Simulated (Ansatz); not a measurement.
TiC (Fm-3m), an elastic constant from a strain scan

The calculation used Ansatz 0.2.0, DFT PBE, scalar-relativistic, plane waves, PAW. The runs took a 420 eV cutoff, a Γ-centred 24×24×24 mesh and Gaussian smearing (0.15 eV). No spin polarisation. Energies are free energies at this smearing, counted from the undisturbed cell; pressure is positive in compression.

Zero of the scan (relaxed at this level):

```xyz
2
Lattice="0.0000 2.1665 2.1665 2.1665 0.0000 2.1665 2.1665 2.1665 0.0000" Properties=species:S:1:pos:R:3 pbc="T T T"
Ti    0.0000    0.0000    0.0000
C     2.1665    2.1665    2.1665
```

The cell is strained by ε times the Voigt pattern (0, 0, 0, 1, 0, 0) (xx, yy, zz, yz, xz, xy; engineering shear) with fractional coordinates fixed. The cell holds 2 atoms in V0 = 20.34 Å³. The stress column is τ = (1/V0) dE/dε, got from the stress tensor σ (compression positive) at each point as −det(1 + εP) σ : P(1 + εP)⁻¹, with P the pattern as a tensor.

| ε | ΔE (meV/atom) | τ (GPa) |
| --- | --- | --- |
| -0.0525 | 14.794 | -8.894 |
| -0.0450 | 10.865 | -7.621 |
| -0.0375 | 7.540 | -6.346 |
| -0.0300 | 4.824 | -5.072 |
| -0.0225 | 2.711 | -3.801 |
| -0.0150 | 1.205 | -2.532 |
| -0.0075 | 0.299 | -1.265 |
| 0.0000 | 0.000 | 0.000 |
| 0.0075 | 0.299 | 1.265 |
| 0.0150 | 1.205 | 2.532 |
| 0.0225 | 2.711 | 3.801 |
| 0.0300 | 4.824 | 5.072 |
| 0.0375 | 7.540 | 6.346 |
| 0.0450 | 10.865 | 7.621 |
| 0.0525 | 14.794 | 8.894 |
| 0.0600 | ? | ? |

Task: Which combination of elastic constants does this scan measure, and how large is it?

Result: For small ε, τ = τ0 + Kε with K = pᵀCp, which for this pattern is C44 in the cubic axes. The parabola through τ at ε = -0.0075, 0 and 0.0075 has slope K = 169 GPa at zero. The energies per cell, E = NΔE, of the same two points give K = 2[E(ε₊)/ε₊ − E(ε₋)/ε₋]/[(ε₊ − ε₋)V0] = 168 GPa, in agreement.

Task: Predict the withheld row at ε = 0.0600 from the harmonic law, and compare.

Result: ΔE = V0(τ0 ε + Kε²/2)/N = 19.270 meV/atom and τ = 10.12 GPa. The calculation gives 19.331 meV/atom and 10.16 GPa, a miss of 0.3 % of the harmonic energy, so the harmonic law still holds here.

In a metal these slopes depend on the k mesh and the smearing.